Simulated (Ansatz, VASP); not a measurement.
BaS: VASP beside Ansatz

```
Ba S
1.0
     0.00000    3.16222    3.16222
     3.16222    0.00000    3.16222
     3.16222    3.16222    0.00000
Ba S
1 1
Direct
  0.50000 0.50000 0.50000
  0.00000 0.00000 0.00000
```

Alike in both runs: task single point; functional RPBE; dispersion D4; k mesh 6 × 6 × 6; occupations gaussian, width 0.05 eV; no spin polarisation.

|  | VASP | Ansatz |
| --- | --- | --- |
| version | VASP 6.6.1 | Ansatz 0.2.0 |
| potentials or method | VASP PAW PBE potentials, release 64 (Ba_sv, S) | scalar-relativistic, plane waves, PAW |
| plane-wave cutoff (eV) | 520 | 420 |
| valence electrons in the cell | 16 | 16 |

|  | VASP | Ansatz | Ansatz less VASP |
| --- | --- | --- | --- |
| gap on the k mesh at the Fermi level (eV) | 2.20 | 2.31 | +0.111 |
| least direct gap on the mesh (eV) | 2.31 | 2.39 | +0.076 |
| pressure (GPa) | 2.5 | 1.8 | -0.67 |
| dispersion energy (meV/atom) | -403.8 | -403.9 | -0.17 |

Caveats: the PAW data sets were made with another functional, which shifts forces and pressure a little (VASP); spin-orbit coupling is left out, which moves the levels of the heavy elements. A hybrid or GW would open this gap; RPBE tends to underestimate it. A k mesh can miss the band edges.
